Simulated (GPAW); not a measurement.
# TePt (F-43m) in GPAW: convergence with grid spacing (A)

Aim: find how far grid spacing (A) must go before the results for TePt settle, at LDA. This setting moves, with any that are tied to it; all else stays.

Everything below comes from runs of GPAW 26.7.0. Logs are shortened: lines on timing, memory, paths and dates and some standing lists are left out, and cuts for length are marked. The log counts tension as positive stress, the text compression.

## Step 1: Starting point

Symmetry: F-43m, No. 216, cubic system. The conventional cell has a = 5.746 Å, b = 5.746 Å, c = 5.746 Å, α = 90.00°, β = 90.00°, γ = 90.00°. Te (site symmetry -43m) has 4 Pt at 2.49 Å as nearest neighbours. Pt (site symmetry -43m) has 4 Te at 2.49 Å as nearest neighbours.

The cell was built by a generator and needn't be a form met in nature.

## Step 2: With grid spacing (A) 0.26

Input file run.py:

```python
from ase import Atoms
from ase.dft.bandgap import bandgap
from ase.io import write
from gpaw import GPAW

atoms = Atoms(['Te', 'Pt'],
              cell=[[0.0, 2.87302816, 2.87302816],
                    [2.87302816, 0.0, 2.87302816],
                    [2.87302816, 2.87302816, 0.0]],
              scaled_positions=[[0.75, 0.75, 0.75],
                                [0.0, 0.0, 0.0]],
              pbc=True)

calc = GPAW(mode='fd',
            h=0.26,
            xc='LDA',
            kpts={'size': (8, 8, 8), 'gamma': True},
            occupations={'name': 'fermi-dirac', 'width': 0.05},
            nbands=22,
            convergence={'density': 1e-05, 'energy': 1e-05},
            maxiter=100,
            txt='gpaw.txt')
atoms.calc = calc
energy = atoms.get_potential_energy()
forces = atoms.get_forces()
calc.write('gs.gpw')
write('result.traj', atoms)
print(f'Energy: {energy:.6f} eV')
print('Forces (eV/A):')
print(forces.round(4))
print('Fermi level:', round(calc.get_fermi_level(), 4), 'eV')
print(f'Gap: {bandgap(calc)[0]:.4f} eV, direct: {bandgap(calc, direct=True)[0]:.4f} eV')
```

Potentials or basis: the program's PAW data sets (release 1.2.1) made for this functional, fd.

Started as:

```sh
> OMP_NUM_THREADS=1 python run.py
```

Wall time 14 s (1 thread of AMD EPYC 7R43 (Zen 3), shared host); peak memory 0.16 GiB.

Results:

| Quantity | Value |
| --- | --- |
| Free energy | -12.0681 eV |
| Band gap on the k mesh | none (metal or under the smearing width) |

## Step 3: With grid spacing (A) 0.23

Changes to run.py since step 2:

```diff
@@ -14,3 +14,3 @@
 calc = GPAW(mode='fd',
-            h=0.26,
+            h=0.23,
             xc='LDA',
```

Potentials or basis: the program's PAW data sets (release 1.2.1) made for this functional, fd.

Started as:

```sh
> OMP_NUM_THREADS=1 python run.py
```

Run time: 25 s. Hardware: 1 thread of AMD EPYC 7R43 (Zen 3), shared host; peak memory 0.21 GiB.

Results:

* Free energy: -11.8481 eV
* Band gap on the k mesh: none (metal or under the smearing width)

## Step 4: With grid spacing (A) 0.2

Changes to run.py since step 3:

```diff
@@ -14,3 +14,3 @@
 calc = GPAW(mode='fd',
-            h=0.23,
+            h=0.2,
             xc='LDA',
```

Started as:

```sh
> OMP_NUM_THREADS=1 python run.py
```

It took 24 s on 1 thread of AMD EPYC 7R43 (Zen 3), shared host; peak memory 0.21 GiB.

The run converged. Its results:

| Property | Result |
| --- | --- |
| Free energy | -11.8481 eV |
| Band gap on the k mesh | none (metal or under the smearing width) |

## Step 5: With grid spacing (A) 0.18

Changes to run.py since step 4:

```diff
@@ -14,3 +14,3 @@
 calc = GPAW(mode='fd',
-            h=0.2,
+            h=0.18,
             xc='LDA',
```

Started as:

```sh
> OMP_NUM_THREADS=1 python run.py
```

It took 45 s on 1 thread of AMD EPYC 7R43 (Zen 3), shared host; peak memory 0.3 GiB.

Results (log left out):

```yaml
Free_energy: -11.8135 eV
Band_gap_on_the_k_mesh: none (metal or under the smearing width)
```

## Step 6: With grid spacing (A) 0.16

Changes to run.py since step 5:

```diff
@@ -14,3 +14,3 @@
 calc = GPAW(mode='fd',
-            h=0.18,
+            h=0.16,
             xc='LDA',
```

Potentials or basis: the program's PAW data sets (release 1.2.1) made for this functional, fd.

Started as:

```sh
> OMP_NUM_THREADS=1 python run.py
```

It took 48 s on 1 thread of AMD EPYC 7R43 (Zen 3), shared host; peak memory 0.3 GiB.

Results (log left out):

```
Free energy            : -11.8135 eV
Band gap on the k mesh : none (metal or under the smearing width)
```

## Step 7: With grid spacing (A) 0.14

Changes to run.py since step 6:

```diff
@@ -14,3 +14,3 @@
 calc = GPAW(mode='fd',
-            h=0.16,
+            h=0.14,
             xc='LDA',
```

Started as:

```sh
> OMP_NUM_THREADS=1 python run.py
```

Run time: 1.7 min. Hardware: 1 thread of AMD EPYC 7R43 (Zen 3), shared host; peak memory 0.43 GiB.

The run converged. Its results:

```yaml
Free_energy: -11.8037 eV
Band_gap_on_the_k_mesh: none (metal or under the smearing width)
```

## Step 8: With grid spacing (A) 0.12

Changes to run.py since step 7:

```diff
@@ -14,3 +14,3 @@
 calc = GPAW(mode='fd',
-            h=0.14,
+            h=0.12,
             xc='LDA',
```

Potentials or basis: the program's PAW data sets (release 1.2.1) made for this functional, fd.

Started as:

```sh
> OMP_NUM_THREADS=1 python run.py
```

gpaw.txt:

```text
__  _  _
 | _ |_)|_||  |
 |__||  | ||/\| - 26.7.0

Input parameters:
  mode=FD(),
  convergence={'density': 1e-05, 'energy': 1e-05},
  h=0.12,
  kpts=MonkhorstPack(size=(8, 8, 8), gamma=True),
  maxiter=100,
  nbands=22,
  occupations=Occupations(name='fermi-dirac', width=0.05),
  xc=XC(name='LDA')

Diagonalizing LCAO Hamiltonian
Converting LCAO to fd mode

                    Te

       Pt

Atoms  # Å, Bohr magnetons
|   | symbol |        x |        y |        z |    initial magnetic moments |
|---|--------|----------|----------|----------|-----------------------------|
| 0 |     Te | 4.309542 | 4.309542 | 4.309542 | ( 0.0000,  0.0000,  0.0000) |
| 1 |     Pt | 0.000000 | 0.000000 | 0.000000 | ( 0.0000,  0.0000,  0.0000) |

Unit cell  # Å
| periodic |        x |        y |        z |  lengths |    angles |
|----------|----------|----------|----------|----------|-----------|
|      yes | 0.000000 | 2.873028 | 2.873028 | 4.063075 | 60.000000 |
|      yes | 2.873028 | 0.000000 | 2.873028 | 4.063075 | 60.000000 |
|      yes | 2.873028 | 2.873028 | 0.000000 | 4.063075 | 60.000000 |

Number of symmetries: 24
Symmetry operations  # r_c * U_cc + t_c -> r_c
|    | kind |            matrix            |
|----|------|------------------------------|
|  0 |  E   |  1, 0, 0,  0, 1, 0,  0, 0, 1 |
|  1 |  σ   |  1, 0, 0,  0, 0, 1,  0, 1, 0 |
|  2 |  σ   |  1, 0,-1,  0, 1,-1,  0, 0,-1 |
|  3 |  C3  |  1, 0,-1,  0, 0,-1,  0, 1,-1 |
|  4 |  C3  |  1,-1, 0,  0,-1, 1,  0,-1, 0 |
|  5 |  σ   |  1,-1, 0,  0,-1, 0,  0,-1, 1 |
|  6 |  σ   |  0, 1, 0,  1, 0, 0,  0, 0, 1 |
|  7 |  C3  |  0, 1, 0,  0, 0, 1,  1, 0, 0 |
|  8 |  C2  |  0, 1,-1,  1, 0,-1,  0, 0,-1 |
|  9 |  S4  |  0, 1,-1,  0, 0,-1,  1, 0,-1 |
| 10 |  C3  |  0, 0, 1,  1, 0, 0,  0, 1, 0 |
| 11 |  σ   |  0, 0, 1,  0, 1, 0,  1, 0, 0 |
| 12 |  S4  |  0, 0,-1,  1, 0,-1,  0, 1,-1 |
| 13 |  C3  |  0, 0,-1,  0, 1,-1,  1, 0,-1 |
| 14 |  S4  |  0,-1, 1,  1,-1, 0,  0,-1, 0 |
| 15 |  C2  |  0,-1, 1,  0,-1, 0,  1,-1, 0 |
| 16 |  C3  |  0,-1, 0,  1,-1, 0,  0,-1, 1 |
| 17 |  S4  |  0,-1, 0,  0,-1, 1,  1,-1, 0 |
| 18 |  S4  | -1, 1, 0, -1, 0, 1, -1, 0, 0 |
| 19 |  C3  | -1, 1, 0, -1, 0, 0, -1, 0, 1 |
| 20 |  C3  | -1, 0, 1, -1, 1, 0, -1, 0, 0 |
| 21 |  S4  | -1, 0, 1, -1, 0, 0, -1, 1, 0 |
| 22 |  σ   | -1, 0, 0, -1, 1, 0, -1, 0, 1 |
| 23 |  C2  | -1, 0, 0, -1, 0, 1, -1, 1, 0 |

BZ-sampling:
  Number of BZ points: 512
  Number of IBZ points: 29

  Monkhorst-Pack size: [8, 8, 8]
  Monkhorst-Pack shift: [0.0625, 0.0625, 0.0625]

K-points  # in reciprocal-cell coordinates
|     |                                coordinates |     weight |
|-----|--------------------------------------------|------------|
|   0 | (  0.00000000,   0.00000000,   0.00000000) | 0.00195312 |
|   1 | (  0.12500000,   0.12500000,   0.00000000) | 0.01171875 |
|   2 | (  0.12500000,   0.12500000,   0.12500000) | 0.01562500 |
|   3 | (  0.25000000,   0.12500000,   0.12500000) | 0.02343750 |
|   4 | (  0.25000000,   0.25000000,   0.00000000) | 0.01171875 |
|   5 | (  0.25000000,   0.25000000,   0.12500000) | 0.04687500 |
|   6 | (  0.25000000,   0.25000000,   0.25000000) | 0.01562500 |
|   7 | (  0.37500000,   0.25000000,  -0.37500000) | 0.04687500 |
|   8 | (  0.37500000,   0.25000000,   0.12500000) | 0.04687500 |
|   9 | (  0.37500000,   0.25000000,   0.25000000) | 0.04687500 |
| ... |                                            |            |
|  28 | (  0.50000000,   0.50000000,   0.50000000) | 0.00781250 |

Uniform wave function grid shape: (np.int64(28), np.int64(28), np.int64(28))
Spin-components: 1 (collinear spins)
Bands:           22
Projectors:      11
Spin-degeneracy: 2
Datatype:        complex128

Parallelization:
  kpt:    1
  domain: 1
  band:   1

Density:
  Valence electrons: 22.0
  Components: 1
  Grid points: [28 28 28]
  Charge: 0.0  # |e|

Potential:
  Grid points: [28 28 28]

species:
  Te:
    name:    Tellurium
    Z:       52.0
    valence: 6
    core:    46
    charge:  0.0  # [|e|]
    compensation charges:
      type: gauss
      rc: 0.36  # [Å]
      lmax: 2
    cutoffs:
      filter: 2.09  # [Å]
      core: 3.17  # [Å]
    projectors
    | kind |    occ | energy [eV] | rcut [Å] |
    |------|--------|-------------|----------|
    |   5s |  2.000 |     -15.337 |    1.180 |
    |   5p |  4.000 |      -6.113 |    1.196 |
    |    s |        |      11.875 |    1.180 |
    |    p |        |      21.098 |    1.196 |
    |    d |        |       0.000 |    1.238 |

    Using partial waves for Te as LCAO basis

  Pt:
    name:    Platinum
    Z:       78.0
    valence: 16
    core:    62
    charge:  0.0  # [|e|]
    compensation charges:
      type: gauss
      rc: 0.41  # [Å]
      lmax: 2
    cutoffs:
      filter: 2.26  # [Å]
      core: 2.26  # [Å]
    projectors
    | kind |    occ | energy [eV] | rcut [Å] |
    |------|--------|-------------|----------|
    |   6s |  1.000 |      -5.930 |    1.307 |
    |   5p |  6.000 |     -56.318 |    1.371 |
    |   6p |  0.000 |      -0.962 |    1.371 |
    |   5d |  9.000 |      -6.387 |    1.307 |
    |    s |        |      21.281 |    1.307 |
    |    d |        |      20.825 |    1.307 |

    Using partial waves for Pt as LCAO basis

Reference energy: -684734.245012  # eV

eigensolver:
  PPCG
  Converge bands: occupied
  niter=2

density mixing:
  MSR1-Mixer
  Pratt-step length: 0.05
  Maximum mixing coefficient: 0.75
  Old densities: 10
  SVD Regularization: 0.005
  Good broyden scale: 1.0
  Trust region scale: 1.0
  Backstep threshold: 4.0
  History deletion threshold: 6.0
  Fourier metric: weight=20.0, sigma=0.015

occupation numbers:
  Fermi-Dirac:
    width: 0.0500  # eV

FastPoissonSolver using
    Stencil: 12*3+1=37 point O(h^6) finite-difference Laplacian
    FFT axes: [np.int64(0), np.int64(1), np.int64(2)]
    FST axes: []

xc functional:
  name: None
interpolation: tri-quintic # 5. degree polynomial

convergence criteria:
- Maximum integral of absolute [dens]ity change: 1e-05 electrons / valence electron
- Maximum [total energy] change in last 3 cyles: 1e-05 eV / valence electron
- Maximum integral of absolute [eigenst]ate change: 4e-08 eV^2 / valence electron
maximum number of iterations: 100

SCF iterations
|iter     | |      energy | eigst |  dens |
|---------|-|-------------|-------|-------|
|iter:   1| |  -12.090083 | +0.85 |       |
|iter:   2| |  -12.092634 | -0.61 | -1.21 |
|iter:   3| |  -11.818426 | -1.26 | -1.25 |
|iter:   4| |  -11.800484 | -2.25 | -1.80 |
|iter:   5| |  -11.794943 | -2.66 | -2.21 |
|iter:   6| |  -11.794950 | -3.56 | -2.91 |
|iter:   7| |  -11.794985c| -4.11 | -3.40 |
|iter:   8| |  -11.794986c| -5.06 | -4.00 |
|iter:   9| |  -11.794986c| -5.79 | -4.57 |
|iter:  10| |  -11.794986c| -6.63 | -5.38c|
|iter:  11| |  -11.794987c| -7.29 | -5.79c|
|iter:  12| |  -11.794987c| -7.62c| -6.04c|

Converged in 12 steps
Energy contributions relative to reference atoms: (reference = -684734.245012)

Energy contributions:
  Kinetic:          21.508561
  Coulomb:         -19.504330
  Zero:             -0.700914
  External:          0.000000
  Xc:              -13.091773
  Entropy:          -0.013059
  Spinorbit:         0.000000
  ----------------------------
  Free energy:     -11.801516
  Extrapolated:    -11.794987

dipole moment: (-14.205896, -14.205896, -14.205896)  # |e|*Ang

Fermi level: 7.779
Eigenvalues  # (at kpt = [0.000, 0.000, 0.000])
| band index |      eig [eV] | occ [0-2] |
|------------|---------------|-----------|
|          0 |       -45.199 |     2.000 |
|          1 |       -45.199 |     2.000 |
|          2 |       -45.199 |     2.000 |
|          3 |        -6.012 |     2.000 |
|          4 |         2.054 |     2.000 |
|          5 |         2.054 |     2.000 |
|          6 |         2.054 |     2.000 |
|          7 |         4.359 |     2.000 |
|          8 |         4.359 |     2.000 |
|          9 |        10.074 |     0.000 |
|         10 |        10.989 |     0.000 |
|         11 |        10.989 |     0.000 |
|         12 |        10.989 |     0.000 |
|         13 |        13.673 |     0.000 |
|         14 |        13.673 |     0.000 |
|         15 |        13.673 |     0.000 |
|         16 |        16.484 |     0.000 |
|        ... |               |           |
|         21 |        20.783 |     0.000 |

No gap
No difference between direct/indirect transitions

Forces  # eV/Ang
|        x |        y |        z |
|----------|----------|----------|
| -0.00000 | -0.00000 |  0.00000 |  # Te   0
|  0.00000 | -0.00000 | -0.00000 |  # Pt   1

# Writing to gs.gpw (mode='')
```

Wall time 3.6 min (1 thread of AMD EPYC 7R43 (Zen 3), shared host); peak memory 0.6 GiB.

Results:

| Property | Result |
| --- | --- |
| Free energy | -11.8015 eV |
| Band gap on the k mesh | none (metal or under the smearing width) |

## Step 9: Summary

```csv
grid spacing (A),"energy less the tightest run, at zero smearing (meV/atom)",SCF cycles,CPU time (s),peak memory (GiB)
0.26,-133.30,10,14,0.16
0.23,-23.26,10,25,0.21
0.2,-23.26,10,24,0.21
0.18,-5.98,11,45,0.3
0.16,-5.98,11,48,0.3
0.14,-1.12,11,98,0.43
0.12,0.00,12,200,0.6
```

Not settled before the last step: the energy (to 1 meV/atom). The tightest run that finished is the yardstick and may itself not be fully converged.

Caveats: the real-space grid adds noise to forces.
